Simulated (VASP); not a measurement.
Crystal: PbSe (Clausthalite).

```xyz
2
Lattice="0.0000 3.0520 3.0520 3.0520 0.0000 3.0520 3.0520 3.0520 0.0000" Properties=species:S:1:pos:R:3 pbc="T T T"
Pb    0.0000    0.0000    0.0000
Se    3.0520    3.0520    3.0520
```

Base run:

```yaml
Program: VASP 6.6.1
Functional: PBE0
Potentials_or_basis: VASP PAW PBE potentials, release 64 (Pb_d, Se)
Cutoff: 520 eV
k_mesh: 6 × 6 × 6
Occupations: gaussian, width 0.03 eV
Spin: no spin polarisation
```

Its results: band gap on the k mesh 1.21 eV, direct; pressure 1.7 GPa.

Question: The run is repeated on the same cell with these changes: functional from PBE0 to PBE-EpsX. What comes out?

Answer: Band gap on the k mesh 0.36 eV, direct; pressure 2.7 GPa.

Caveats: the PAW data sets were made with another functional, which shifts forces and pressure a little; spin-orbit coupling is left out, which as a rule narrows the gap of such compounds by several tenths of an eV.
